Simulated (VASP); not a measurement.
Set up this calculation in VASP 6.6.1, as the native input.

```
Task                   : single point
Functional             : PBEsol
Potentials or basis    : VASP PAW PBE potentials, release 64 (Sn_d, O)
Cutoff                 : 520 eV
k mesh                 : 6 × 6 × 8
Occupations            : gaussian, width 0.02 eV
Spin                   : no spin polarisation
Dipole correction      : no
Further INCAR settings : ALGO = Fast; EDIFF = 1e-06; NBANDS = 35
```

The structure of SnO2 lies in POSCAR:

```
SnO2
1.0
    4.7684401840      0.0000000000      0.0000000000
    0.0000000000      4.7684401840      0.0000000000
    0.2891156129      0.0000000000      3.2123956984
Sn O
2 4
Direct
    0.5000000000      0.5000000000      0.5000000000
    0.0000000000      0.0000000000      0.0000000000
    0.2004947513      0.8123530773      0.4879870317
    0.7995052487      0.1876469227      0.5120129683
    0.2995052487      0.3123530773      0.0120129683
    0.7004947513      0.6876469227     -0.0120129683
```

The cell comes from a database or a generator and needn't be the stable form of this composition.

One way to write it, as run:

INCAR

```
SYSTEM = SnO2
PREC = Accurate ; ENCUT = 520
EDIFF = 1E-6 ; ISMEAR = 0
SIGMA = 0.02 ; LREAL = .False.
LASPH = .True. ; NELM = 100
ALGO = Fast ; ISIF = 2
LWAVE = .False. ; LCHARG = .False.
GGA = PS ; NBANDS = 35
```

KPOINTS

```
regular mesh
0
Gamma
  6 6 8
  0 0 0
```

Potentials or basis: VASP PAW PBE potentials, release 64 (Sn_d, O).

The run is started by

```sh
$ cat potpaw_PBE.64/Sn_d/POTCAR potpaw_PBE.64/O/POTCAR > POTCAR
$ mpirun -np 1 vasp_std > vasp.out
```

It gave:

```json
{
  "Pressure": "0.7 GPa",
  "Largest force": "0.015 eV/Å",
  "Band gap on the k mesh": "0.86 eV, direct"
}
```

Caveat: the PAW data sets were made with another functional, which shifts forces and pressure a little; spin-orbit coupling is left out, which moves the levels of the heavy elements.

It took 2.6 min on 1 thread of AMD EPYC 9R45 96-Core Processor (Zen 5) (shared host), peak memory 0.29 GiB.
